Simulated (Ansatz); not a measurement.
# AlP: the cost of one run

Method: DFT LDA, all-electron LAPW, scalar-relativistic unless said, in Ansatz 0.2.0.

The COD entry's cell or inner coordinates are ideal or old and differ from later refinements, so a difference from it is no clean test against experiment.

## (1) The structure to begin with

Symmetry: F-43m, No. 216, cubic system. The conventional cell has a = 5.434 Å, b = 5.434 Å, c = 5.434 Å, α = 90.00°, β = 90.00°, γ = 90.00°. Around Al (site symmetry -43m) lie 4 P at 2.35 Å. Around P (site symmetry -43m) lie 4 Al at 2.35 Å.

Coordinates:

```cif
data_structure
_symmetry_space_group_name_H-M 'P 1'
_symmetry_Int_Tables_number 1
_cell_length_a 3.8423
_cell_length_b 3.8423
_cell_length_c 3.8423
_cell_angle_alpha 60.000
_cell_angle_beta 60.000
_cell_angle_gamma 90.000
_cell_volume 40.11
loop_
_atom_site_label
_atom_site_type_symbol
_atom_site_fract_x
_atom_site_fract_y
_atom_site_fract_z
_atom_site_occupancy
Al1 Al 0.00000 0.00000 0.00000 1
P1 P 0.75000 0.25000 0.50000 1
```

Cartesian axes are those of the input's lattice vectors. The structure goes back to a database entry.

## (2) Reference run, fine mesh, LAPW

Input file input.yaml:

```yaml
crystal:
  lattice:
    - [2.71692670604, 2.71692670604, 0.0]
    - [-2.71692670604, 2.71692670604, 0.0]
    - [0.0, 2.71692670604, 2.71692670604]
  atoms:
    - { symbol: Al, position: [0.0, 0.0, 0.0] }
    - { symbol: P, position: [0.75, 0.25, 0.5] }
kpoints:
  mp_grid: { grid: [8, 8, 8] }
scf:
  occupations: { method: fixed }
hamiltonian:
  xc: lda
  pseudopotentials: { kind: all_electron, lapw: { basis_error: 0.001 } }
output:
  forces: true
  stress: true
  eigenvalues: true
  eigenstates:
    nscf_kmesh: { grid: [12, 12, 12] }
    de_dk: true
    e_range: [-9, 11.42016093171]
checkpoint:
  write: ck
  write_wavefunctions: false
```

Launch:

```
> ansatz run input.yaml --threads 1 --pin off --max-ram 3072MiB --backend cpu --events-out ev --progress --plain --runs-dir out
```

**Question.** How long does this run take on 1 thread of Arm Neoverse V1, shared host, and how much memory does it need?

About 11 s, with a peak of 0.21 GiB.
